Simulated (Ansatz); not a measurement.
# Be: the cost of one run

Computed with Ansatz 0.2.0 (DFT PBE, scalar-relativistic, plane waves, PAW, unless a step's input says otherwise).

## (1) The system as given

The structure is tetragonal, space group I4/mmm (No. 139). Conventional cell: a = 2.683 Å, b = 2.683 Å, c = 11.403 Å, α = 90.00°, β = 90.00°, γ = 90.00°. Be (site symmetry 4mm) has 9 Be at 2.12 to 2.28 Å in its first shell of neighbours. Be (site symmetry 4/mmm) is surrounded by 10 Be at 2.22 to 2.28 Å. Be (site symmetry 4mm) has 10 Be at 2.12 to 2.28 Å in its first shell of neighbours.

As a file:

```xyz
5
Lattice="-1.3413 1.3413 5.7017 1.3413 -1.3413 5.7017 1.3413 1.3413 -5.7017" Properties=species:S:1:pos:R:3 pbc="T T T"
Be    0.0000    0.0000   10.1382
Be    0.0000    0.0000    1.2652
Be    0.0000    0.0000    5.7017
Be    0.0000    0.0000    3.4844
Be    0.0000    0.0000    7.9190
```

A structure generator made this guess: one element on all sites of the Hf2Pt3 type (I4/mmm, No. 139). Lengths come from tabulated atomic sizes and are only a guess.

## (2) The guess as it stands, on a coarse mesh

input.yaml

```yaml
crystal:
  lattice:
    - [-1.34134978, 1.34134978, 5.70167272]
    - [1.34134978, -1.34134978, 5.70167272]
    - [1.34134978, 1.34134978, -5.70167272]
  atoms:
    - { symbol: Be, position: [0.88905203, 0.88905203, 0.0] }
    - { symbol: Be, position: [0.11094797, 0.11094797, 0.0] }
    - { symbol: Be, position: [0.5, 0.5, 0.0] }
    - { symbol: Be, position: [0.30555561, 0.30555561, 0.0] }
    - { symbol: Be, position: [0.69444439, 0.69444439, 0.0] }
basis:
  ecutwfc: 420
kpoints:
  mp_grid: { grid: [8, 8, 8] }
hamiltonian:
  xc: pbe
scf:
  occupations: { method: gaussian, width: 0.1 }
  lower_state_search: "off"
output:
  forces: true
  stress: true
  eigenvalues: true
```

Started as:

```sh
$ ansatz run input.yaml --threads 1 --pin off --max-ram 2560MiB --backend cpu --events-out ev --progress --plain --runs-dir out
```

What time and memory should one allow on 1 thread of Intel Xeon at 2.50GHz (Skylake/Cascade Lake), shared host?

About 3.5 s, with a peak of 0.32 GiB.
